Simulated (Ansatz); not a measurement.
Crystal: W.

```
W
1.0
     2.80966    0.00000    0.00000
     0.00000    4.86387    0.00000
     0.00000    0.00000    4.92370
W
4
Cartesian
  2.2285 4.5567 3.6928
  0.5811 2.1247 3.6928
  0.5811 0.3072 1.2309
  2.2285 2.7391 1.2309
```

This isn't the form of W at room conditions, which is bcc.

- Program: Ansatz 0.2.0
- Task: single point
- Functional: PBE
- Potentials or basis: Ansatz PAW
- Cutoff: 420 eV (not typed: the program's choice for these potentials)
- k mesh: 9 × 6 × 6
- Occupations: fermi-dirac, width 0.05 eV
- Spin: no spin polarisation

On this cell: pressure -2.7 GPa; largest force 0.090 eV/Å; band gap on the k mesh none (metal or under the smearing width).

The same run follows on a disturbed copy (atoms moved at random, drawn with an rms of 0.05 Å):

```
W
1.0
     2.80966    0.00000    0.00000
     0.00000    4.86387    0.00000
     0.00000    0.00000    4.92370
W
4
Direct
  0.80404 0.92913 0.75151
  0.21170 0.43819 0.76138
  0.21701 0.05754 0.24791
  0.81267 0.56135 0.25130
```

Question: What does the disturbed cell give?

Answer: The energy (extrapolated to zero smearing) moves by +9.5 meV/atom; pressure -2.0 GPa; largest force 0.810 eV/Å; band gap on the k mesh none (metal or under the smearing width).

Forces in eV/Å, atoms in the order of the input:
```
W   -0.049  0.539 -0.231
W    0.203 -0.464 -0.632
W    0.076  0.186  0.406
W   -0.230 -0.262  0.458
```

Stress tensor (GPa, compression positive):
```
-1.61  0.38  0.46
 0.38 -1.82 -0.62
 0.46 -0.62 -2.58
```
